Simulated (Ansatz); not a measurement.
As:

```
CELL_PARAMETERS angstrom
1.88080 1.08588 3.51406
-1.88080 1.08588 3.51406
0.00000 -2.17176 3.51406
ATOMIC_POSITIONS crystal
As 0.22600 0.22600 0.22600
As 0.77400 0.77400 0.77400
```

| Property | Result |
| --- | --- |
| Program | Ansatz 0.2.0 |
| Task | relaxation of cell and atoms |
| Functional | PBE |
| Dispersion | D4 |
| Potentials or basis | Ansatz PAW |
| Cutoff | 420 eV (not typed: the program's choice for these potentials) |
| k mesh | 9 × 9 × 9 |
| Occupations | fermi-dirac, width 0.05 eV |
| Spin | no spin polarisation |

At the start: volume 21.53 Å³/atom.

Question: Where does the relaxation end?

Answer: It ends after 6 steps and the volume is 20.91 Å³/atom (-2.9 %); space group R-3m (No. 166, to 0.05 Å).

Step by step:
```
step  energy change (eV)  largest force (eV/Å)  volume (Å³)
   1              0.0000                0.4248        43.06
   2             -0.0050                0.2479        41.09
   3             -0.0184                0.0825        42.06
   4             -0.0199                0.0099        41.95
   5             -0.0200                0.0024        41.82
   6             -0.0198                0.0025        41.82
```

Final structure:
```
As
1.0
     1.89281    1.09281    3.36979
    -1.89281    1.09281    3.36979
     0.00000   -2.18563    3.36979
As
2
Direct
  0.23011 0.23011 0.23011
  0.76989 0.76989 0.76989
```

Caveat: the plane-wave basis is chosen anew once the cell has moved, so the energies of steps on either side of that aren't comparable.
